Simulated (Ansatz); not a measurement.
Wanted: the native input for an Ansatz 0.2.0 run.

```yaml
Task: single point
Functional: PBE
Potentials_or_basis: all-electron PAW datasets made for the crystal
Cutoff: 200 eV (chosen from the basis error)
k_mesh: 6 × 6 × 6
Occupations: fermi-dirac, width 0.05 eV
Spin: no spin polarisation
```

Crystal: MgS (Niningerite).

```
S Mg
1.0
     0.00000    2.60165    2.60165
     2.60165    0.00000    2.60165
     2.60165    2.60165    0.00000
S Mg
1 1
Direct
  0.50000 0.50000 0.50000
  0.00000 0.00000 0.00000
```

These files were run (other wordings do the same):

input.yaml

```yaml
crystal:
  lattice:
    - [0.0, 2.60165, 2.60165]
    - [2.60165, 0.0, 2.60165]
    - [2.60165, 2.60165, 0.0]
  atoms:
    - { symbol: S, position: [0.5, 0.5, 0.5] }
    - { symbol: Mg, position: [0.0, 0.0, 0.0] }
kpoints:
  mp_grid: { grid: [6, 6, 6] }
scf:
  occupations: { method: fermi_dirac, width: 0.05 }
hamiltonian:
  xc: pbe
  pseudopotentials: { kind: all_electron, datasets: crystal }
output:
  forces: true
  stress: true
  eigenvalues: true
  elf: true
  volumetric_format: npy
```

Potentials or basis: all-electron PAW datasets made for the crystal.

Launch:

```console
$ ansatz run input.yaml --threads 1 --pin off --max-ram 3072MiB --backend cpu --events-out ev --progress --plain --runs-dir out
```

It gave:

| Item | Value |
| --- | --- |
| Pressure | 1.2 GPa |
| Band gap on the k mesh | 2.78 eV, indirect (least direct gap 3.72 eV) |

It took 2 s on 1 thread of AMD EPYC 7R43 64-Core Processor (Zen 3), with other jobs on the host, peak memory 0.41 GiB.
